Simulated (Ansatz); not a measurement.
InN:
```
InN
1.0
    0.00000     2.49186     2.49186
    2.49186     0.00000     2.49186
    2.49186     2.49186     0.00000
N In
1 1
Direct
  0.75000   0.75000   0.75000
  0.00000   0.00000   0.00000
```

Relaxed with HSE06.

Give the Bader charges and basin volumes of the independent atoms, HSE06 (plane waves, PAW; program Ansatz).



| atom | Bader charge (e) | Bader volume (Å³) |
|---|---|---|
| N1 | -1.55 | 15.6 |
| In2 | +1.55 | 15.4 |

Space group F-43m (zinc blende). Symmetry was held in the HSE06 relaxation.

Potentials: the later of the program's two PAW sets.
